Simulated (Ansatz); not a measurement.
Crystal: Ti3O4.

```
CELL_PARAMETERS angstrom
-2.06591 2.06591 4.08913
2.06591 -2.06591 4.08913
2.06591 2.06591 -4.08913
ATOMIC_POSITIONS crystal
Ti 0.75000 0.25000 0.50000
Ti 0.50000 0.50000 0.00000
Ti 0.25000 0.75000 0.50000
O 0.75588 0.75588 0.00000
O 0.50000 0.00000 0.50000
O 0.24412 0.24412 0.00000
O 0.00000 0.50000 0.50000
```

The cell comes from a database or a generator and needn't be the stable form of this composition.

Base run:

- Program: Ansatz 0.2.0
- Functional: PBEsol
- Potentials or basis: Ansatz PAW
- Cutoff: 420 eV (not typed: the program's choice for these potentials)
- k mesh: 9 × 9 × 9
- Occupations: fermi-dirac, width 0.05 eV
- Spin: no spin polarisation
- Hubbard terms: Ti d U = 3 eV

Its results: band gap on the k mesh none (metal or under the smearing width); pressure -1.6 GPa; largest force 0.061 eV/Å.

**Question.** The run is repeated on the same cell with these changes: hubbard terms from Ti d U = 3 eV to none; hubbard projectors from ortho-atomic (the default) to none. What comes out?

**Answer.** Band gap on the k mesh none (metal or under the smearing width); pressure -5.7 GPa; largest force 0.010 eV/Å.

Caveats: the PAW data sets come from PBE, with cores solved anew for the run's functional, which leaves a small shift of forces and pressure; U without spin polarisation on a metal has little footing (some runs); semilocal functionals often make such compounds metallic where correlation or magnetic order opens a gap, which also shifts bond lengths (some runs).
